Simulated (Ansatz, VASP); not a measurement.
Two plane-wave programs on FeO (Wuestite)

Contents of INCAR:

```
  ALGO = Normal
  EDIFF = 1E-6
  EDIFFG = -0.005
  ENCUT = 600
  GGA = PE
  IBRION = 2
  ISIF = 3
  ISMEAR = 0
  ISPIN = 2
  LASPH = True
  LCHARG = False
  LDAU = True
  LDAUJ = 0 0
  LDAUL = 2 -1
  LDAUPRINT = 1
  LDAUTYPE = 2
  LDAUU = 5.3 0
  LMAXMIX = 4
  LORBIT = 11
  LREAL = False
  LWAVE = False
  MAGMOM = 3.9 0.17
  NELM = 150
  NSW = 100
  PREC = Accurate
  SIGMA = 0.02
```

The input KPOINTS:

```
k-points
0
Gamma
  12 12 12
```

POSCAR

```
FeO
1.0
    1.5844222963      0.9147666393      2.4830575933
   -1.5844222963      0.9147666393      2.4830575933
    0.0000000000     -1.8295332785      2.4830575934
Fe O
1 1
Direct
    0.0000000000      0.0000000000      0.0000000000
    0.5000000000      0.5000000000      0.5000000000
```

Input for Ansatz:

```yaml
crystal:
  lattice:
    - [1.5844222963, 0.9147666393, 2.4830575933]
    - [-1.5844222963, 0.9147666393, 2.4830575933]
    - [0.0, -1.8295332785, 2.4830575934]
  atoms:
    - { symbol: Fe, position: [0.0, 0.0, 0.0], spin: 3.9 }
    - { symbol: O, position: [0.5, 0.5, 0.5], spin: 0.17 }
basis:
  ecutwfc: 420
kpoints:
  mp_grid: { grid: [12, 12, 12] }
hamiltonian:
  xc: pbe
  hubbard: { sites: [{ species: Fe, l: d, u_eff: 5.3 }] }
scf:
  occupations: { method: gaussian, width: 0.02 }
output:
  forces: true
  stress: true
  eigenvalues: true
  populations: true
magnetization:
  spin_polarized: true
relax:
  adjacent_minimum: "off"
  f_tol: 0.005
  max_steps: 80
  cell: { stress_tol: 0.05 }
```

Alike in both runs: task relaxation of cell and atoms; functional PBE; k mesh 12 × 12 × 12; occupations gaussian, width 0.02 eV; collinear spin; Hubbard terms Fe d U = 5.3 eV.

|  | VASP | Ansatz |
| --- | --- | --- |
| version | VASP 6.6.1 | Ansatz 0.2.0 |
| potentials or method | VASP PAW PBE potentials, release 64 (Fe, O) | scalar-relativistic, plane waves, PAW |
| plane-wave cutoff (eV) | 600 | 420 |
| valence electrons in the cell | 14 | 22 |

Ansatz gave:

- net moment per atom (μB): 2.00
- size of the moment on the site where the two differ most (μB): 3.54
- relaxed volume (Å³/atom): 10.80
- relaxed cell length with the largest relative difference (Å): 3.084
- energy change over the relaxation (meV/atom): 0

Question: Which values does VASP return?

Answer: net moment per atom (μB): 2.00; size of the moment on the site where the two differ most (μB): 3.85; relaxed volume (Å³/atom): 10.11; relaxed cell length with the largest relative difference (Å): 3.045; energy change over the relaxation (meV/atom): -24.

Site moments also hang on the region over which each program counts them. The programs project onto different local orbitals, so the same U acts differently. The two sets of potentials don't hold the same shells in valence.

Caveats: a cell with one magnetic atom can't hold antiferromagnetic order, which such compounds often take. The state reached can hang on the start; a lower one may exist.
